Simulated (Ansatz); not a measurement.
**ZnS: phonons across the zone**

All numbers below come from DFT PBE, scalar-relativistic, plane waves, PAW (Ansatz). Cutoff 420 eV, 12×12×6 k-points (Γ-centred), fixed occupations. No spin polarisation. Phonons by linear response, acoustic sum rule imposed.

Relaxed structure:
```xyz
4
Lattice="3.8452 0.0000 0.0000 -1.9226 3.3301 0.0000 0.0000 0.0000 6.3055" Properties=species:S:1:pos:R:3 pbc="T T T"
Zn    0.0000    2.2200    0.0330
Zn    1.9226    1.1100    3.1858
S     0.0000    2.2200    2.3946
S     1.9226    1.1100    5.5474
```

It was relaxed at this level from a cell as deposited in COD. The q mesh is coarse, so values between its points are rough.

Force constants from linear response on a 2×2×1 q mesh.

Path: Γ–M–K–Γ–A–L–H–A | L–M | H–K. Only the points of the 2×2×1 mesh were computed; the rest is interpolation, which is rough on so few points. On the mesh no mode is imaginary. Distance along the path (Å⁻¹), then the branches (cm⁻¹, negative for imaginary; the LO field is included):
```
0.000  0 0 0 70 70 188 257 263 268 268 321 327
0.236  27 29 64 74 93 184 259 264 271 273 319 325
0.472  49 58 82 116 125 179 266 268 279 285 315 322
0.708  64 81 88 120 159 185 272 275 286 292 311 322
0.943  70 90 94 108 174 188 274 279 290 294 310 323
1.080  77 93 95 110 173 186 275 281 288 297 309 322
1.216  90 97 100 117 169 181 277 285 286 301 306 319
1.352  93 97 114 126 166 174 279 282 293 304 304 315
1.488  96 96 120 130 168 168 281 281 297 303 303 314
1.760  86 95 114 118 156 178 278 280 293 294 311 315
2.033  66 67 97 118 127 178 269 273 283 286 314 319
2.305  33 34 72 80 96 183 260 265 272 275 318 325
2.577  0 0 0 70 70 188 257 263 268 268 321 327
2.640  7 7 18 70 70 187 263 263 268 268 321 327
2.764  21 21 52 68 68 179 263 263 267 267 322 327
2.889  34 34 62 62 86 164 264 264 266 266 324 326
3.013  46 46 55 55 116 142 264 264 266 266 325 326
3.194  52 52 60 60 128 128 266 266 268 268 324 324
3.429  63 63 91 91 132 132 270 270 282 282 315 315
3.665  74 74 93 93 161 161 276 276 293 293 309 309
3.901  81 81 90 90 181 181 281 281 295 295 311 311
4.087  82 82 90 90 183 183 282 282 295 295 311 311
4.223  85 85 98 98 179 179 285 285 295 295 310 310
4.359  86 86 113 113 173 173 289 289 295 295 307 307
4.496  85 85 124 124 169 169 292 292 296 296 305 305
4.700  85 85 121 121 169 169 291 291 296 296 305 305
4.972  86 86 101 101 162 162 283 283 295 295 306 306
5.245  70 70 93 93 135 135 272 272 284 284 313 313
5.517  53 53 62 62 128 128 266 266 268 268 323 323
5.653  81 81 90 90 183 183 282 282 295 295 312 312
5.778  78 85 88 95 181 185 279 285 291 296 310 315
5.902  74 87 89 101 178 187 276 285 287 296 309 319
6.027  71 89 93 106 176 188 275 281 289 295 310 322
6.151  70 90 94 108 174 188 274 279 290 294 310 323
6.214  86 86 125 127 168 168 292 292 297 297 303 306
6.338  88 88 123 128 168 168 287 287 300 300 300 310
6.463  92 92 121 130 168 168 283 283 298 302 302 312
6.587  95 95 120 130 168 168 281 281 297 303 303 313
```
